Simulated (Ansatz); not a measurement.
# Gallium, A15 under PBE: structure and ground-state energy

The plan for gallium in the A15 structure: relax it, then solve it on a dense k-mesh. Spin polarisation is left out. The k-meshes are 5×5×5 for the relaxation; 6×6×6 for the dense run.

Computed with Ansatz 0.2.0 (DFT PBE, plane waves (420 eV) with PAW, scalar-relativistic, unless a step says otherwise).

### Step 1. The system as given

It takes space group Pm-3n (No. 223, cubic). The conventional cell has a = 5.392 Å, b = 5.392 Å, c = 5.392 Å, α = 90.00°, β = 90.00°, γ = 90.00°. Ga (site symmetry m-3) is surrounded by 12 Ga at 3.01 Å. Around Ga (site symmetry -4m2) lie 6 Ga at 2.70 to 3.01 Å.

Structure file:

```
Ga
1.0
     5.39194    0.00000    0.00000
     0.00000    5.39194    0.00000
     0.00000    0.00000    5.39194
Ga
8
Direct
  0.00000 0.00000 0.00000
  0.50000 0.50000 0.50000
  0.25000 0.00000 0.50000
  0.75000 0.00000 0.50000
  0.50000 0.25000 0.00000
  0.50000 0.75000 0.00000
  0.00000 0.50000 0.25000
  0.00000 0.50000 0.75000
```

### Step 2. Relaxing cell and atoms

Contents of input.yaml:

```yaml
crystal:
  lattice:
    - [5.3919379051, 0.0, 0.0]
    - [0.0, 5.3919379051, 0.0]
    - [0.0, 0.0, 5.3919379051]
  atoms:
    - { symbol: Ga, position: [0.0, 0.0, 0.0] }
    - { symbol: Ga, position: [0.5, 0.5, 0.5] }
    - { symbol: Ga, position: [0.25, 0.0, 0.5] }
    - { symbol: Ga, position: [0.75, 0.0, 0.5] }
    - { symbol: Ga, position: [0.5, 0.25, 0.0] }
    - { symbol: Ga, position: [0.5, 0.75, 0.0] }
    - { symbol: Ga, position: [0.0, 0.5, 0.25] }
    - { symbol: Ga, position: [0.0, 0.5, 0.75] }
hamiltonian:
  xc: pbe
  pseudopotentials:
    kind: paw
    azcp:
      Ga: "pseudopotentials/Ga.paw.azcp"
basis:
  ecutwfc: 420
  fft_grid_basis: typed
kpoints:
  mp_grid: { grid: [5, 5, 5], shift: [0, 0, 0] }
magnetization:
  spin_polarized: false
scf:
  occupations: { method: fermi_dirac, width: 0.1 }
relax:
  max_steps: 60
  f_tol: 0.01
  cell: {}
```

The program printed:

```text
Engine: ansatz 0.2.0, x86_64-unknown-linux-gnu
Pseudopotentials: kind: paw
Pseudopotential: Ga, paw, valence charge 13, recommended cutoff 420 eV (normal), <dir>
Functional definition: PBE
  parameter kappa = 0.804
  parameter beta = 0.06672455060314922
  exchange = pbe_x(kappa = kappa, mu = beta*pi^2/3)
  correlation = pbe_c(beta = beta)
Crystal: 8 atoms, lattice volume = 156.760 Å³
Basis set: ecut = 420 eV, 3071 PW (Γ), exchange–correlation on 80×80×80 points (8 copies of the dense FFT grid, shifted against one another)
Bands: 63, of which v1, the nominal top of the filled ones, is band 52 counted from 1 (51 counted from 0)
Symmetry: 48 space group operations
Space group: Pm-3n (ITA 223), of the structure as read, at distance tolerance 5.4e-5 Å
k-points: 10 of 125
Non-local potential: Ga, projectors of the file, l = 0: 2, l = 1: 2, l = 2: 3, l = 3: 1
PAW form: soft (Blöchl's): semilocal exchange-correlation on the pseudo side does not see the compensation charge
PAW one-centre angular grid: Ga, 590 points (default); XC on 64 Gauss nodes
Initial density: superposition of atomic densities (neutral atoms: chi_scale 0, normalization atom), corrected by the library's trained network
Initial wavefunctions: pseudopotential atomic-orbital guess
Functional: x = pbe(κ = 0.804, μ = 0.2195149727645171), c = pbe(β = 0.06672455060314922)
SCF iter   1: F=—  HF=-30263.798970 eV  |F-HF|=—  |Δ(HF+E_count)|=         —  Δρ=1.69e-3  dr2=3.00e-3  ethr=1.77e-3  ⟨swp⟩=5.8  Hψ=2168  notcnv=0
preconditioner: auto → Kerker (q_TF=auto, 2.548 Å⁻¹)  [metal: Δε(μ)=0.244 eV  Ē_g=15.371 eV  σ=0.100 eV  W_gap=0.45  n_scr=32 (ndim 8)  ℏωp=30.2 eV  f_vac=0.000  D(μ)=2.53/eV (n_scr^D=18)]
SCF iter   2: F=—  HF=-30263.794859 eV  |F-HF|=—  |Δ(HF+E_count)|=   4.11e-3  Δρ=6.79e-4  dr2=1.15e-3  ethr=2.89e-6  ⟨swp⟩=2.6  Hψ=1224  notcnv=0
SCF iter   3: F=—  HF=-30263.794687 eV  |F-HF|=—  |Δ(HF+E_count)|=   1.72e-4  Δρ=4.76e-4  dr2=3.25e-4  ethr=1.10e-6  ⟨swp⟩=2.0  Hψ=1141  notcnv=0
SCF iter   4: F=—  HF=-30263.794539 eV  |F-HF|=—  |Δ(HF+E_count)|=   1.48e-4  Δρ=1.19e-4  dr2=4.11e-5  ethr=3.12e-7  ⟨swp⟩=2.0  Hψ=1141  notcnv=0
SCF iter   5: F=—  HF=-30263.794489 eV  |F-HF|=—  |Δ(HF+E_count)|=   5.06e-5  Δρ=4.66e-5  dr2=1.69e-6  ethr=3.95e-8  ⟨swp⟩=2.0  Hψ=1142  notcnv=0
SCF iter   6: F=—  HF=-30263.794488 eV  |F-HF|=—  |Δ(HF+E_count)|=   5.00e-7  Δρ=8.62e-6  dr2=9.97e-8  ethr=9.62e-11  ⟨swp⟩=3.3  Hψ=2864  notcnv=0
SCF iter   7: F=-30263.794488 eV  HF=-30263.794488 eV  |F-HF|=2.42e-8  |Δ(HF+E_count)|=   8.98e-8  Δρ=5.06e-6  dr2=3.10e-8  ethr=9.58e-11  ⟨swp⟩=4.8  Hψ=2381  notcnv=0
SCF 1 converged in 7 iterations: F = -30263.794488 eV  dr2 = 3.10e-8
relax step   1: F+E_penalty+E_count = -30263.79448805 eV  Δ(F+E_penalty+E_count) = +0.000e0 eV  max|allowed force component| = 1.272e-17 eV/Å  Δτ_max = 0.0000 Å  P = -0.267 GPa  Ω = 156.760 Å³  (7 SCF iters, dr2 threshold 1.00e-7 eV, accepted)
Crystal: 8 atoms, lattice volume = 155.704 Å³
Basis set: ecut = 420 eV, 2969 PW (Γ), exchange–correlation on 80×80×80 points (8 copies of the dense FFT grid, shifted against one another)
Initial density: handed on by an earlier stage of this run
Initial wavefunctions: those handed on with the density
iter 1 solved again at ethr=3.26e-8 eV; its pass at ethr=3.10e-3 eV (dr2=3.39e-5 eV) is discarded
SCF iter   1: F=—  HF=-30263.795587 eV  |F-HF|=—  |Δ(HF+E_count)|=         —  Δρ=1.81e-4  dr2=5.38e-5  ethr=3.26e-8  ⟨swp⟩=3.0  Hψ=3101  notcnv=0
preconditioner: auto → Kerker (q_TF=auto, 2.551 Å⁻¹)  [metal: Δε(μ)=0.245 eV  Ē_g=15.390 eV  σ=0.100 eV  W_gap=0.46  n_scr=32 (ndim 8)  ℏωp=30.3 eV  f_vac=0.000  D(μ)=2.52/eV (n_scr^D=18)]
SCF iter   2: F=—  HF=-30263.795543 eV  |F-HF|=—  |Δ(HF+E_count)|=   4.34e-5  Δρ=1.18e-4  dr2=1.93e-5  ethr=3.26e-8  ⟨swp⟩=2.2  Hψ=1023  notcnv=0
SCF iter   3: F=—  HF=-30263.795540 eV  |F-HF|=—  |Δ(HF+E_count)|=   3.91e-6  Δρ=5.02e-5  dr2=4.49e-6  ethr=1.86e-8  ⟨swp⟩=2.0  Hψ=1015  notcnv=0
SCF iter   4: F=-30263.795537 eV  HF=-30263.795537 eV  |F-HF|=5.69e-8  |Δ(HF+E_count)|=   2.30e-6  Δρ=9.00e-6  dr2=6.52e-8  ethr=1.72e-10  ⟨swp⟩=3.0  Hψ=2859  notcnv=0
SCF 2 converged in 4 iterations: F = -30263.795537 eV  dr2 = 6.52e-8
relax step   2: F+E_penalty+E_count = -30263.79553732 eV  Δ(F+E_penalty+E_count) = -1.049e-3 eV  max|allowed force component| = 3.527e-17 eV/Å  Δτ_max = 0.0000 Å  P = +0.043 GPa  Ω = 155.704 Å³  energy of the carried Pulay correction = +3.017e-4 eV  (4 SCF iters, dr2 threshold 1.79e-7 eV, accepted)
Basis set: ecut = 420 eV, 2969 PW (Γ), exchange–correlation on 72×72×72 points (8 copies of the dense FFT grid, shifted against one another)
Initial wavefunctions: pseudopotential atomic-orbital guess (no wavefunctions were taken with the density)
iter 1 solved again at ethr=1.42e-7 eV; its pass at ethr=3.10e-3 eV (dr2=1.48e-4 eV) is discarded
SCF iter   1: F=—  HF=-30263.795231 eV  |F-HF|=—  |Δ(HF+E_count)|=         —  Δρ=9.65e-6  dr2=6.22e-8  ethr=1.42e-7  ⟨swp⟩=2.4  Hψ=3474  notcnv=0
eigensolver tolerance schedule: the retry pair's looser diagonalisation over-reported the residual by 2376.30 of it (diagonalisation noise at 0.12 of the residual, at the tolerance the schedule requests for it); recorded, not acted on — ethr = c·dr2/N_el stays at c = 1.0e-1
preconditioner: auto → Kerker (q_TF=auto, 2.551 Å⁻¹)  [metal: Δε(μ)=0.245 eV  Ē_g=15.394 eV  σ=0.100 eV  W_gap=0.46  n_scr=32 (ndim 8)  ℏωp=30.3 eV  f_vac=0.000  D(μ)=2.52/eV (n_scr^D=18)]
SCF iter   2: F=—  HF=-30263.795153 eV  |F-HF|=—  |Δ(HF+E_count)|=   7.82e-5  Δρ=9.27e-6  dr2=7.84e-8  ethr=5.98e-11  ⟨swp⟩=3.0  Hψ=1372  notcnv=0
SCF iter   3: F=—  HF=-30263.795153 eV  |F-HF|=—  |Δ(HF+E_count)|=   7.27e-9  Δρ=4.34e-6  dr2=2.00e-8  ethr=5.98e-11  ⟨swp⟩=2.0  Hψ=1038  notcnv=0
SCF iter   4: F=—  HF=-30263.795153 eV  |F-HF|=—  |Δ(HF+E_count)|=   6.65e-9  Δρ=1.12e-6  dr2=1.33e-9  ethr=1.92e-11  ⟨swp⟩=2.0  Hψ=1148  notcnv=0
SCF iter   5: F=—  HF=-30263.795153 eV  |F-HF|=—  |Δ(HF+E_count)|=  7.93e-10  Δρ=2.32e-7  dr2=5.98e-11  ethr=1.00e-12  ⟨swp⟩=3.1  Hψ=2852  notcnv=0
SCF iter   6: F=-30263.795153 eV  HF=-30263.795153 eV  |F-HF|=2.55e-11  |Δ(HF+E_count)|=  8.37e-11  Δρ=9.46e-8  dr2=7.60e-12  ethr=1.00e-12  ⟨swp⟩=4.8  Hψ=2293  notcnv=0
SCF 3 converged in 6 iterations: F = -30263.795153 eV  dr2 = 7.60e-12
relax step   3: F+E_penalty+E_count = -30263.79515306 eV  Δ(F+E_penalty+E_count) = +3.843e-4 eV  max|allowed force component| = 2.501e-17 eV/Å  Δτ_max = 0.0000 Å  P = +0.044 GPa  Ω = 155.704 Å³  stress off target by 4.41e-2 GPa  SCF on the basis re-selected at this cell (its energy is not comparable with the rows above)  (6 SCF iters)
basis re-selected at this cell: Δ(F+E_penalty+E_count) = +3.843e-4 eV, ΔP = +0.001 GPa vs the last step (what re-selecting the basis moved, of the pressure what is left beyond the Pulay correction that the steps carried, after the strain that the cell walked since its last selection, with what the two solves' SCF thresholds leave and, on support functions, any second-order correction that the steps lacked; it is no measure of the basis error at this ecutwfc). The dense FFT grid was sized anew with the basis: this SCF ran on 36×36×36 points, the steps before it on 40×40×40, so part of this shift can come from that change (see relax.cell in the input reference). This SCF's stress stands 4.41e-2 GPa from its target on what of the cell is left free (relax.cell.stress_tol is 5.00e-2 GPa) and its largest allowed force component is 2.50e-17 eV/Å (relax.f_tol is 1.00e-2 eV/Å): within both
SCF converged after 6 iterations
Free energy (F): -30263.795153 eV
Harris-Foulkes:  -30263.795153 eV  (|F-HF|=2.55e-11)
Internal energy: -30263.707491 eV  (E = F + TS)
E sigma→0 (E₀):  -30263.751322 eV
Entropy (-TS):   -0.087662 eV (-10.958 meV/atom)
Fermi energy:    9.453152 eV
--- Per-component energies (eV) ---
  E_band       = -319.688007
  E_kinetic    = 915.169069
  E_local      = -14474.342473  (includes V_loc(G=0)·N_el)
  E_nonlocal   = 3375.730310
  E_hartree    = 6784.280942
  E_xc         = -554.796544
  E_vxc        = -464.371198  (∫ρ·V_xc dr)
  E_paw        = -15881.428174  (= ΣΔE_a)
  E_vpaw       = -3240.434932  (= ΣTr[D̂ρ^β])
  E_aug_tail   = -0.000717  (compensation charges beyond the density's cutoff)
  E_ewald      = -10428.319904
  E_smearing   = -0.087662  (= −TS)
  E_closure    = -0.000000  (closes the sum)
  Σ components = -30263.795153   (vs F -30263.795153, Δ=0.00e0)
--- Forces (eV/Å), atoms counted from 1 ---
  atom   1  Ga    -0.00000000     0.00000000     0.00000000
  atom   2  Ga     0.00000000     0.00000000     0.00000000
  atom   3  Ga     0.00000000     0.00000000    -0.00000000
  atom   4  Ga    -0.00000000    -0.00000000     0.00000000
  atom   5  Ga     0.00000000     0.00000000    -0.00000000
  atom   6  Ga    -0.00000000     0.00000000     0.00000000
  atom   7  Ga     0.00000000     0.00000000     0.00000000
  atom   8  Ga    -0.00000000    -0.00000000    -0.00000000
  max |Σ_I F_I| component: 2.66e-17 eV/Å
--- Stress (GPa, compression-positive) ---
        0.044069       0.000000      -0.000000
        0.000000       0.044069       0.000000
       -0.000000       0.000000       0.044069
  P = ⅓ Tr σ = 0.0441 GPa (0.441 kbar)
--- Relaxed structure (2 steps of the walk, 2 accepted, 1 SCFs on fresh bases) ---
  F+E_penalty+E_count = -30263.79515306 eV   max|allowed force component| = 2.501e-17 eV/Å   (the final SCF, on the basis selected at the relaxed cell)
  cell:  # Å, volume = 155.7043 Å³
    - [5.379808858243929, 7.703719777548943e-34, 2.5679065925163143e-34]
    - [7.703719777548943e-34, 5.379808858243929, -1.2839532962581572e-34]
    - [2.5679065925163143e-34, -1.2839532962581572e-34, 5.379808858243929]
  atoms:
    - { symbol: Ga, position: [-3.692792336924951e-35, 2.492867371022385e-35, 4.09276732555914e-36] }
    - { symbol: Ga, position: [0.5, 0.5, 0.5] }
    - { symbol: Ga, position: [0.25, -4.353216155367449e-35, 0.5] }
    - { symbol: Ga, position: [0.75, 7.06932538051125e-36, 0.5] }
    - { symbol: Ga, position: [0.5, 0.25, 7.06932538051124e-36] }
    - { symbol: Ga, position: [0.5, 0.75, 7.06932538051124e-36] }
    - { symbol: Ga, position: [5.98102134166938e-35, 0.5, 0.25] }
    - { symbol: Ga, position: [7.171644563650219e-35, 0.5, 0.75] }
```

It took 21 s on 2 threads of an x86-64 CPU, shared host; peak memory 0.68 GiB.

Step by step:

| step | energy change (meV/atom) | largest force (eV/Å) | pressure (GPa) | volume (Å³/atom) |
| --- | --- | --- | --- | --- |
| 1 | 0.00 | 0.0000 | -0.27 | 19.595 |
| 2 | -0.13 | 0.0000 | 0.04 | 19.463 |
| 3 | -0.08 | 0.0000 | 0.04 | 19.463 |

Steps that repeat a cell are solved on a basis chosen anew, so their changes of energy are no gain of the relaxation.

The cell of the run, before and after:

|  | before | after | change |
| --- | --- | --- | --- |
| a (Å) | 5.392 | 5.380 | -0.2 % |
| b (Å) | 5.392 | 5.380 | -0.2 % |
| c (Å) | 5.392 | 5.380 | -0.2 % |
| volume (Å³/atom) | 19.595 | 19.463 | -0.7 % |
| shortest distance (Å) | 2.696 | 2.690 | -0.2 % |
| space group (spins left aside) | Pm-3n | Pm-3n | same |

### Step 3. Dense single point

Contents of input.yaml:

```yaml
crystal:
  lattice:
    - [5.3798088582, 0.0, 0.0]
    - [0.0, 5.3798088582, 0.0]
    - [0.0, 0.0, 5.3798088582]
  atoms:
    - { symbol: Ga, position: [1.0, 0.0, 0.0] }
    - { symbol: Ga, position: [0.5, 0.5, 0.5] }
    - { symbol: Ga, position: [0.25, 1.0, 0.5] }
    - { symbol: Ga, position: [0.75, 0.0, 0.5] }
    - { symbol: Ga, position: [0.5, 0.25, 0.0] }
    - { symbol: Ga, position: [0.5, 0.75, 0.0] }
    - { symbol: Ga, position: [0.0, 0.5, 0.25] }
    - { symbol: Ga, position: [0.0, 0.5, 0.75] }
hamiltonian:
  xc: pbe
  pseudopotentials:
    kind: paw
    azcp:
      Ga: "pseudopotentials/Ga.paw.azcp"
basis:
  ecutwfc: 420
  fft_grid_basis: typed
kpoints:
  mp_grid: { grid: [6, 6, 6], shift: [0, 0, 0] }
magnetization:
  spin_polarized: false
scf:
  occupations: { method: fermi_dirac, width: 0.1 }
```

The program printed:

```text
[... 8 set-up lines as earlier in the session ...]
Crystal: 8 atoms, lattice volume = 155.704 Å³
Basis set: ecut = 420 eV, 2969 PW (Γ)
Bands: 60, of which v1, the nominal top of the filled ones, is band 52 counted from 1 (51 counted from 0)
[... 2 set-up lines as earlier in the session ...]
k-points: 20 of 216
[... 6 set-up lines as earlier in the session ...]
SCF iter   1: F=—  HF=-30263.773755 eV  |F-HF|=—  |Δ(HF+E_count)|=         —  Δρ=1.90e-3  dr2=3.78e-3  ethr=1.77e-3  ⟨swp⟩=5.8  Hψ=3965  notcnv=0
preconditioner: auto → Kerker (q_TF=auto, 2.551 Å⁻¹)  [metal: Δε(μ)=0.058 eV  Ē_g=14.674 eV  σ=0.100 eV  W_gap=0.14  n_scr=32 (ndim 8)  ℏωp=30.3 eV  f_vac=0.000  D(μ)=4.25/eV (n_scr^D=26)]
SCF iter   2: F=—  HF=-30263.769200 eV  |F-HF|=—  |Δ(HF+E_count)|=   4.56e-3  Δρ=8.83e-4  dr2=1.58e-3  ethr=3.63e-6  ⟨swp⟩=1.6  Hψ=1669  notcnv=0
SCF iter   3: F=—  HF=-30263.769105 eV  |F-HF|=—  |Δ(HF+E_count)|=   9.49e-5  Δρ=5.74e-4  dr2=3.23e-4  ethr=1.52e-6  ⟨swp⟩=2.0  Hψ=2232  notcnv=0
SCF iter   4: F=—  HF=-30263.768806 eV  |F-HF|=—  |Δ(HF+E_count)|=   2.99e-4  Δρ=1.27e-4  dr2=4.51e-5  ethr=3.10e-7  ⟨swp⟩=2.0  Hψ=2197  notcnv=0
SCF iter   5: F=—  HF=-30263.768780 eV  |F-HF|=—  |Δ(HF+E_count)|=   2.68e-5  Δρ=6.30e-5  dr2=3.11e-6  ethr=4.34e-8  ⟨swp⟩=2.0  Hψ=2233  notcnv=0
SCF iter   6: F=-30263.768778 eV  HF=-30263.768778 eV  |F-HF|=4.25e-8  |Δ(HF+E_count)|=   1.33e-6  Δρ=7.86e-6  dr2=8.53e-8  ethr=9.62e-11  ⟨swp⟩=2.0  Hψ=4360  notcnv=0
SCF 1 converged in 6 iterations: F = -30263.768778 eV  dr2 = 8.53e-8
SCF converged after 6 iterations
Free energy (F): -30263.768778 eV
Harris-Foulkes:  -30263.768778 eV  (|F-HF|=4.25e-8)
Internal energy: -30263.636448 eV  (E = F + TS)
E sigma→0 (E₀):  -30263.702613 eV
Entropy (-TS):   -0.132331 eV (-16.541 meV/atom)
Fermi energy:    9.298375 eV
--- Per-component energies (eV) ---
  E_band       = -320.142097
  E_kinetic    = 915.018431
  E_local      = -14474.175917  (includes V_loc(G=0)·N_el)
  E_nonlocal   = 3376.286977
  E_hartree    = 6784.300083
  E_xc         = -554.520262
  E_vxc        = -464.053053  (∫ρ·V_xc dr)
  E_paw        = -15882.225139  (= ΣΔE_a)
  E_vpaw       = -3241.814350  (= ΣTr[D̂ρ^β])
  E_aug_tail   = -0.000717  (compensation charges beyond the density's cutoff)
  E_ewald      = -10428.319904
  E_smearing   = -0.132331  (= −TS)
  E_closure    = -0.000000  (closes the sum)
  Σ components = -30263.768778   (vs F -30263.768778, Δ=0.00e0)
```

Wall time 8 s (2 threads of an x86-64 CPU, shared host); peak memory 0.68 GiB.

### Step 4. Outcome

```
                      quantity                         value
space group (spins left aside)               Pm-3n (No. 223)
             conventional cell                   a = 5.380 Å
                        volume                19.463 Å³/atom
             shortest distance                       2.690 Å
               gap on the mesh  none (levels filled in part)
   relative to alpha-Ga (Cmce)                  +57 meV/atom
```

**Reading.** From the guessed start the volume shrank by 0.7 % in 3 steps. It lies 57 meV/atom above the element's reference form at the same level (alpha-Ga (Cmce), from a run of its own). Levels at the Fermi energy are filled in part, as in a metal. Relaxation kept the symmetry; phonons were not checked.
